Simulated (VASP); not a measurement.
# GaCo: energy at fixed spin moment

GaCo, Pm-3m (no. 221), 2 atoms in the cell. PBE, fixed spin moment; PAW potentials Ga_d, Co (PBE set).

Volume against the source cell: 1.

## Input

INCAR.step1:
```
PREC     = Accurate       # precision mode
ENCUT    = 450            # plane-wave cutoff, eV
EDIFF    = 1E-7           # SCF threshold, eV
NELM     = 200            # most SCF steps
ALGO     = Normal         # electronic algorithm
ISMEAR   = 1              # smearing method
SIGMA    = 0.1            # smearing width, eV
LREAL    = F              # projectors in reciprocal space
LASPH    = T              # aspherical terms in the spheres
LMAXMIX  = 4              # l up to which the mixer works
LORBIT   = 11             # projections on sites
LWAVE    = F              # write WAVECAR
LCHARG   = F              # write CHGCAR
GGA      = PE             # functional
ISPIN    = 2              # spin polarisation
ISIF     = 2              # what is computed and relaxed
NUPDOWN  = 0.0            # fixed moment
MAGMOM   = 0 0            # initial moments
```

INCAR.step2, as INCAR.step1 but for:
```
- NUPDOWN = 0.0
- MAGMOM = 0 0
+ NUPDOWN = 0.32
+ MAGMOM = 0 0.325
```

INCAR.step3 to INCAR.step9 change the same tags again: MAGMOM = 0 0.65, 0 0.975, 0 1.3, 0 1.625, 0 1.95, 0 2.275, 0 2.6; NUPDOWN = 0.65, 0.98, 1.3, 1.62, 1.95, 2.28, 2.6.

INCAR.step10, as INCAR.step9 but for:
```
- NUPDOWN = 2.6
```

KPOINTS:
```
k-points
0
Gamma
  14 14 14
```

POSCAR:
```
GaCo
1.0
    2.8780000000      0.0000000000      0.0000000000
    0.0000000000      2.8780000000      0.0000000000
    0.0000000000      0.0000000000      2.8780000000
Ga Co
1 1
Direct
    0.5000000000      0.5000000000      0.5000000000
    0.0000000000      0.0000000000      0.0000000000
```

Commands (each step's output is kept before the next begins):
```
cat potpaw_PBE.64/Ga_d/POTCAR potpaw_PBE.64/Co/POTCAR > POTCAR
cp INCAR.step1 INCAR
mpirun -np 4 vasp_std > vasp.out
rm WAVECAR CHG
cp INCAR.step2 INCAR
mpirun -np 4 vasp_std > vasp.out
rm WAVECAR CHG
cp INCAR.step3 INCAR
mpirun -np 4 vasp_std > vasp.out
rm WAVECAR CHG
cp INCAR.step4 INCAR
mpirun -np 4 vasp_std > vasp.out
rm WAVECAR CHG
cp INCAR.step5 INCAR
mpirun -np 4 vasp_std > vasp.out
rm WAVECAR CHG
cp INCAR.step6 INCAR
mpirun -np 4 vasp_std > vasp.out
rm WAVECAR CHG
cp INCAR.step7 INCAR
mpirun -np 4 vasp_std > vasp.out
rm WAVECAR CHG
cp INCAR.step8 INCAR
mpirun -np 4 vasp_std > vasp.out
rm WAVECAR CHG
cp INCAR.step9 INCAR
mpirun -np 4 vasp_std > vasp.out
rm WAVECAR CHG
cp INCAR.step10 INCAR
mpirun -np 4 vasp_std > vasp.out
```

## Result

- Moment at the minimum, by a parabola in the squared moment through the lowest point and its neighbours (muB per cell): 0.00
- Energy there by the same parabola, against the smallest moment (meV/atom): 0.0
- Moment left free (muB per cell): 0.07

Energy at fixed total moment:

| Moment (muB per cell) | Energy (meV/atom) | Pressure (GPa) |
|---|---|---|
| 0.00 | 0.0 | 0.6 |
| 0.32 | 3.9 | 1.3 |
| 0.65 | 31.2 | 2.9 |
| 0.98 | 78.2 | 5.1 |
| 1.30 | 148.4 | 7.8 |
| 1.62 | 258.1 | 11.2 |
| 1.95 | 438.7 | 16.2 |
| 2.28 | 656.9 | 22.7 |
| 2.60 | 908.2 | 29.0 |

VASP 6.6.1 took 110 s on 4 cores (Intel Xeon 6975P-C (Granite Rapids)), a shared host.
